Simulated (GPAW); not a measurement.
# PbO (Pbcm) in GPAW: reference runs

Reference runs on PbO: the cell as given.

Everything below comes from runs of GPAW 26.7.0. Logs are shortened: lines on timing, memory, paths and dates and some standing lists are left out, and cuts for length are marked. The log counts tension as positive stress, the text compression.

**1. The crystal as given**

It takes space group Pbcm (No. 57, orthorhombic). The conventional cell has a = 5.876 Å, b = 5.476 Å, c = 4.743 Å, α = 90.00°, β = 90.00°, γ = 90.00°. Pb (site symmetry m) has 2 O at 2.17 to 2.44 Å as nearest neighbours. O (site symmetry m) has 2 Pb at 2.17 to 2.44 Å as nearest neighbours.

**2. Single point, PBE**

run.py

```python
from ase import Atoms
from ase.dft.bandgap import bandgap
from ase.io import write
from ase.units import Bohr, GPa
from gpaw import GPAW, PW
from gpaw.elf import elf_from_dft_calculation

atoms = Atoms(['Pb', 'Pb', 'Pb', 'Pb', 'O', 'O', 'O', 'O'],
              cell=[[5.876, 0.0, 0.0],
                    [0.0, 5.476, 0.0],
                    [0.0, 0.0, 4.743]],
              scaled_positions=[[0.769, 0.514, 0.25],
                                [0.231, 0.486, 0.75],
                                [0.769, 0.986, 0.75],
                                [0.231, 0.014, 0.25],
                                [0.132, 0.582, 0.25],
                                [0.868, 0.418, 0.75],
                                [0.132, 0.918, 0.75],
                                [0.868, 0.082, 0.25]],
              pbc=True)

calc = GPAW(mode=PW(800),
            xc='PBE',
            kpts={'size': (5, 5, 6), 'gamma': True},
            occupations={'name': 'fermi-dirac', 'width': 0.05},
            nbands=62,
            convergence={'density': 1e-05, 'energy': 1e-05},
            maxiter=150,
            txt='gpaw.txt')
atoms.calc = calc
energy = atoms.get_potential_energy()
forces = atoms.get_forces()
stress = atoms.get_stress()
calc.write('gs.gpw')
write('result.traj', atoms)
print(f'Energy: {energy:.6f} eV')
print('Forces (eV/A):')
print(forces.round(4))
print('Stress (GPa):', (stress / GPa).round(3))
print('Fermi level:', round(calc.get_fermi_level(), 4), 'eV')
print(f'Gap: {bandgap(calc)[0]:.4f} eV, direct: {bandgap(calc, direct=True)[0]:.4f} eV')

# fields on the real-space grid
write('density.cube', atoms, data=calc.get_pseudo_density() * Bohr**3)
write('potential.cube', atoms, data=calc.get_electrostatic_potential())
write('elf.cube', atoms, data=elf_from_dft_calculation(calc).data)
```

Potentials or basis: GPAW PAW data sets (gpaw-data 1.2.1), pw.

Run with:

```console
OMP_NUM_THREADS=1 python run.py
```

gpaw.txt:

```text
__  _  _
 | _ |_)|_||  |
 |__||  | ||/\| - 26.7.0

Input parameters:
  mode=PW(ecut=800.0),
  convergence={'density': 1e-05, 'energy': 1e-05},
  kpts=MonkhorstPack(size=(5, 5, 6), gamma=True),
  maxiter=150,
  nbands=62,
  occupations=Occupations(name='fermi-dirac', width=0.05),
  xc=XC(name='PBE')

Diagonalizing LCAO Hamiltonian
Converting LCAO to pw mode
    .-------------.
   /|             |
  / | O        Pb |
 *  | Pb      O   |
 |  |             |
 |  |             |
 |  .O-------Pb---.
 | /Pb       O   /
 |/             /
 *-------------*

Atoms  # Å, Bohr magnetons
|   | symbol |        x |        y |        z |    initial magnetic moments |
|---|--------|----------|----------|----------|-----------------------------|
| 0 |     Pb | 4.518644 | 2.814664 | 1.185750 | ( 0.0000,  0.0000,  0.0000) |
| 1 |     Pb | 1.357356 | 2.661336 | 3.557250 | ( 0.0000,  0.0000,  0.0000) |
| 2 |     Pb | 4.518644 | 5.399336 | 3.557250 | ( 0.0000,  0.0000,  0.0000) |
| 3 |     Pb | 1.357356 | 0.076664 | 1.185750 | ( 0.0000,  0.0000,  0.0000) |
| 4 |      O | 0.775632 | 3.187032 | 1.185750 | ( 0.0000,  0.0000,  0.0000) |
| 5 |      O | 5.100368 | 2.288968 | 3.557250 | ( 0.0000,  0.0000,  0.0000) |
| 6 |      O | 0.775632 | 5.026968 | 3.557250 | ( 0.0000,  0.0000,  0.0000) |
| 7 |      O | 5.100368 | 0.449032 | 1.185750 | ( 0.0000,  0.0000,  0.0000) |

Unit cell  # Å
| periodic |        x |        y |        z |  lengths |    angles |
|----------|----------|----------|----------|----------|-----------|
|      yes | 5.876000 | 0.000000 | 0.000000 | 5.876000 | 90.000000 |
|      yes | 0.000000 | 5.476000 | 0.000000 | 5.476000 | 90.000000 |
|      yes | 0.000000 | 0.000000 | 4.743000 | 4.743000 | 90.000000 |

Number of symmetries: 2
Symmetry operations  # r_c * U_cc + t_c -> r_c
|   | kind |            matrix            |
|---|------|------------------------------|
| 0 |  E   |  1, 0, 0,  0, 1, 0,  0, 0, 1 |
| 1 |  i   | -1, 0, 0,  0,-1, 0,  0, 0,-1 |

BZ-sampling:
  Number of BZ points: 150
  Number of IBZ points: 76

  Monkhorst-Pack size: [5, 5, 6]
  Monkhorst-Pack shift: [0.0, 0.0, 0.08333333333333333]

K-points  # in reciprocal-cell coordinates
|     |                                coordinates |     weight |
|-----|--------------------------------------------|------------|
|   0 | (  0.00000000,   0.00000000,   0.00000000) | 0.00666667 |
|   1 | (  0.00000000,   0.00000000,   0.16666667) | 0.01333333 |
|   2 | (  0.00000000,   0.00000000,   0.33333333) | 0.01333333 |
|   3 | (  0.00000000,   0.00000000,   0.50000000) | 0.00666667 |
|   4 | (  0.00000000,   0.20000000,  -0.33333333) | 0.01333333 |
|   5 | (  0.00000000,   0.20000000,  -0.16666667) | 0.01333333 |
|   6 | (  0.00000000,   0.20000000,   0.00000000) | 0.01333333 |
|   7 | (  0.00000000,   0.20000000,   0.16666667) | 0.01333333 |
|   8 | (  0.00000000,   0.20000000,   0.33333333) | 0.01333333 |
|   9 | (  0.00000000,   0.20000000,   0.50000000) | 0.01333333 |
| ... |                                            |            |
|  75 | (  0.40000000,   0.40000000,   0.50000000) | 0.01333333 |

Plane wave coefficients: 7871
Cutoff: 800.0 eV

Spin-components: 1 (collinear spins)
Bands:           62
Projectors:      44
Spin-degeneracy: 2
Datatype:        complex128

Parallelization:
  kpt:    1
  domain: 1
  band:   1

Density:
  Valence electrons: 80.0
  Components: 1
  Grid points: [40 36 32]
  Charge: 0.0  # |e|

Potential:
  Grid points: [40 36 32]

species:
  Pb:
    name:    Lead
    Z:       82.0
    valence: 14
    core:    68
    charge:  0.0  # [|e|]
    compensation charges:
      type: gauss
      rc: 0.38  # [Å]
      lmax: 2
    cutoffs:
      filter: 2.36  # [Å]
      core: 2.43  # [Å]
    projectors
    | kind |    occ | energy [eV] | rcut [Å] |
    |------|--------|-------------|----------|
    |   6s |  2.000 |     -11.969 |    1.259 |
    |   6p |  2.000 |      -3.506 |    1.275 |
    |   5d | 10.000 |     -21.211 |    1.217 |
    |    s |        |      15.243 |    1.259 |
    |    p |        |      23.705 |    1.275 |
    |    d |        |       6.001 |    1.217 |

    Using partial waves for Pb as LCAO basis

  O:
    name:    Oxygen
    Z:       8.0
    valence: 6
    core:    2
    charge:  0.0  # [|e|]
    compensation charges:
      type: gauss
      rc: 0.21  # [Å]
      lmax: 2
    cutoffs:
      filter: 1.17  # [Å]
      core: 0.83  # [Å]
    projectors
    | kind |    occ | energy [eV] | rcut [Å] |
    |------|--------|-------------|----------|
    |   2s |  2.000 |     -23.961 |    0.688 |
    |   2p |  4.000 |      -9.029 |    0.598 |
    |    s |        |       3.251 |    0.688 |
    |    p |        |      18.182 |    0.598 |
    |    d |        |       0.000 |    0.619 |

    Using partial waves for O as LCAO basis

Reference energy: -2277261.262661  # eV

eigensolver:
  PPCG
  Converge bands: occupied
  niter=2

density mixing:
  MSR1-Mixer
  Pratt-step length: 0.05
  Maximum mixing coefficient: 0.75
  Old densities: 10
  SVD Regularization: 0.005
  Good broyden scale: 1.0
  Trust region scale: 1.0
  Backstep threshold: 4.0
  History deletion threshold: 6.0
  Fourier metric: weight=20.0, sigma=0.015

occupation numbers:
  Fermi-Dirac:
    width: 0.0500  # eV

poisson solver:
  ecut: 6400.0  # eV

xc functional:
  name: PBE with 2 nearest neighbor stencil

convergence criteria:
- Maximum integral of absolute [dens]ity change: 1e-05 electrons / valence electron
- Maximum [total energy] change in last 3 cyles: 1e-05 eV / valence electron
- Maximum integral of absolute [eigenst]ate change: 4e-08 eV^2 / valence electron
maximum number of iterations: 150

SCF iterations
|iter     | |      energy | eigst |  dens |
|---------|-|-------------|-------|-------|
|iter:   1| |  -52.386002 | +0.28 |       |
|iter:   2| |  -49.686022 | -0.85 | -0.97 |
|iter:   3| |  -44.422151 | -0.44 | -1.03 |
|iter:   4| |  -44.340076 | -2.08 | -1.50 |
|iter:   5| |  -44.323552 | -2.45 | -1.71 |
|iter:   6| |  -44.324109 | -3.31 | -2.32 |
|iter:   7| |  -44.324580 | -4.35 | -2.92 |
|iter:   8| |  -44.324554c| -5.32 | -3.54 |
|iter:   9| |  -44.324552c| -5.92 | -4.01 |
|iter:  10| |  -44.324551c| -6.65 | -4.21 |
|iter:  11| |  -44.324551c| -7.55c| -4.84 |
|iter:  12| |  -44.324551c| -7.88c| -5.42c|

Converged in 12 steps
Energy contributions relative to reference atoms: (reference = -2277261.262661)

Energy contributions:
  Kinetic:          85.742797
  Coulomb:         -84.506009
  Zero:              0.435982
  External:          0.000000
  Xc:              -45.997321
  Entropy:          -0.000000
  Spinorbit:         0.000000
  ----------------------------
  Free energy:     -44.324551
  Extrapolated:    -44.324551

dipole moment: (0.000020, 0.000019, 0.000016)  # |e|*Ang

Fermi level: 6.371
Eigenvalues  # (at kpt = [0.000, 0.000, 0.000])
| band index |      eig [eV] | occ [0-2] |
|------------|---------------|-----------|
|          0 |       -12.086 |     2.000 |
|        ... |               |           |
|         32 |         3.032 |     2.000 |
|         33 |         3.442 |     2.000 |
|         34 |         3.665 |     2.000 |
|         35 |         3.925 |     2.000 |
|         36 |         3.987 |     2.000 |
|         37 |         4.339 |     2.000 |
[... 8 lines left out ...]
|         46 |        12.618 |     0.000 |
|         47 |        12.828 |     0.000 |
|        ... |               |           |
|         61 |        19.740 |     0.000 |

Gap: 1.958 eV
Transition (v -> c):
  (s=0, k=0, n=39, [0.00, 0.00, 0.00]) -> (s=0, k=74, n=40, [0.40, 0.40, 0.33])
Direct/indirect transitions are different
Direct gap: 2.134 eV
Transition at: (s=0, k=46, n=39, [0.40, -0.40, -0.33])

Forces  # eV/Ang
|        x |        y |        z |
|----------|----------|----------|
| -0.21590 | -0.90783 |  0.00000 |  # Pb   0
|  0.21590 |  0.90783 | -0.00000 |  # Pb   1
| -0.21600 |  0.90786 | -0.00000 |  # Pb   2
|  0.21600 | -0.90786 |  0.00000 |  # Pb   3
|  0.71564 |  0.33025 |  0.00000 |  # O    4
| -0.71564 | -0.33025 | -0.00000 |  # O    5
|  0.71563 | -0.33024 | -0.00000 |  # O    6
| -0.71563 |  0.33024 |  0.00000 |  # O    7

Stress tensor  # eV/Ang^3
|         x |         y |         z |
|-----------|-----------|-----------|
| -0.035435 |  0.000000 |  0.000000 |
|  0.000000 |  0.011420 | -0.000000 |
|  0.000000 | -0.000000 | -0.007647 |

# Writing to gs.gpw (mode='')
```

Run time: 13 min. Hardware: 1 thread of Arm Neoverse V2, shared host; peak memory 0.98 GiB.

What came out:

```yaml
Free_energy: -44.3246 eV
Pressure: 1.7 GPa
Largest_force: 0.933 eV/Å
Band_gap_on_the_k_mesh: 1.96 eV, indirect (least direct gap 2.13 eV)
```

Forces on the atoms (eV/Å):
```
Pb  -0.216 -0.908  0.000
Pb   0.216  0.908  0.000
Pb  -0.216  0.908  0.000
Pb   0.216 -0.908  0.000
O    0.716  0.330  0.000
O   -0.716 -0.330  0.000
O    0.716 -0.330  0.000
O   -0.716  0.330  0.000
```

Caveat: spin-orbit coupling is left out, which as a rule narrows the gap of such compounds by several tenths of an eV; an odd mesh through Γ misses points on the zone boundary, where band edges often lie; the cell's inner coordinates are idealised or old, which leaves forces on the atoms.
